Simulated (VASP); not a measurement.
Write the native input for VASP 6.6.1 that does the following.

```yaml
Task: single point
Functional: PBE
Potentials_or_basis: VASP PAW PBE potentials, release 64 (B, As)
Cutoff: 520 eV
k_mesh: 10 × 10 × 10
Occupations: fermi-dirac, width 0.02 eV
Spin: no spin polarisation
Dipole_correction: no
Further_INCAR_settings: ALGO = Normal; EDIFF = 1e-06; NBANDS = 11
```

The structure of BAs lies in POSCAR:

```
BAs
1.0
    0.0000000000      2.3918676074      2.3918676074
    2.3918676074      0.0000000000      2.3918676074
    2.3918676074      2.3918676074      0.0000000000
B As
1 1
Direct
    0.0000000000      0.0000000000      0.0000000000
    0.2500000000      0.2500000000      0.2500000000
```

The cell was built by a generator and needn't be a form met in nature.

One way to write it, as run:

INCAR

```
SYSTEM = BAs
  ALGO = Normal
  EDIFF = 1E-6
  ENCUT = 520
  GGA = PE
  ISIF = 2
  ISMEAR = -1
  LASPH = .True.
  LCHARG = .False.
  LREAL = .False.
  LWAVE = .False.
  NBANDS = 11
  NELM = 100
  PREC = Accurate
  SIGMA = 0.02
```

KPOINTS

```
k-points
0
Gamma
  10 10 10
  0 0 0
```

Potentials or basis: VASP PAW PBE potentials, release 64 (B, As).

Run with:

```console
$ cat potpaw_PBE.64/B/POTCAR potpaw_PBE.64/As/POTCAR > POTCAR
$ mpirun -np 1 vasp_std > vasp.out
```

Results of the run:

```yaml
Pressure: 2.8 GPa
Band_gap_on_the_k_mesh: 1.18 eV, indirect (least direct gap 3.27 eV)
```

It took 14 s on 1 thread of Intel(R) Xeon(R) Platinum 8259CL CPU @ 2.50GHz (Skylake/Cascade Lake), on a shared host, peak memory 0.16 GiB.
